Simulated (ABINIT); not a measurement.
Runs of ABINIT 10.8.3 (patched build) on MnS. Symmetry: Fm-3m, No. 225, cubic system. Conventional cell: a = 5.209 Å, b = 5.209 Å, c = 5.209 Å, α = 90.00°, β = 90.00°, γ = 90.00°. Mn (site symmetry m-3m) is surrounded by 6 S at 2.60 Å. Around S (site symmetry m-3m) lie 6 Mn at 2.60 Å. 

```csv
task,level,potentials or basis,U,cell,k mesh,cutoff (eV),double counting (usepawu),cell freedom (optcell),optimiser (ionmov),cutoff smearing ecutsm (Ha),force stop (Ha/bohr),gap on the mesh (eV),pressure (GPa),moment (μB)
relaxation of cell and atoms,LDA+U,JTH PAW LDA v2.0,"Mn d U = 4.5 eV, J = 0.5 eV",relaxed,7 × 7 × 7,707,2,2,2,0.5,2e-05,none,0.0,1.00
single point,LDA+U,JTH PAW LDA v2.0,"Mn d U = 4.5 eV, J = 0.5 eV",cell relaxed,7 × 7 × 7,707,2,-,-,-,-,none,-10.4,(a)
optical spectrum,PBE,PseudoDojo NC SR PBE v0.5 stringent,-,as given,"6 × 6 × 6, with 4 shifts",1660,-,-,-,-,-,-,-2.8,(c)
single point,PBE,PseudoDojo NC SR PBE v0.5 stringent,-,as given,7 × 7 × 7,1660,-,-,-,-,-,none,-3.3,(b)
optical spectrum,LDA,PseudoDojo NC SR LDA v0.4.1 standard,-,as given,"6 × 6 × 6, with 4 shifts",1252,-,-,-,-,-,-,-11.9,4.54
```

Alike in all rows: spin collinear, ferromagnetic start; smearing fermi-dirac 0.05 eV.

Question: Fill in the values left out.

Answer: (a) 3.29; (b) 4.70; (c) 4.73.

Caveats: a cell with one magnetic atom can't hold antiferromagnetic order, which such compounds often take; the intraband (Drude) term is left out (some runs); spectra need much finer meshes, so this one isn't converged (some runs); independent-particle spectra lack excitons (some runs); the electronic state changed during the relaxation (some runs).

A gap of «none» marks a metal or a gap under the smearing width.
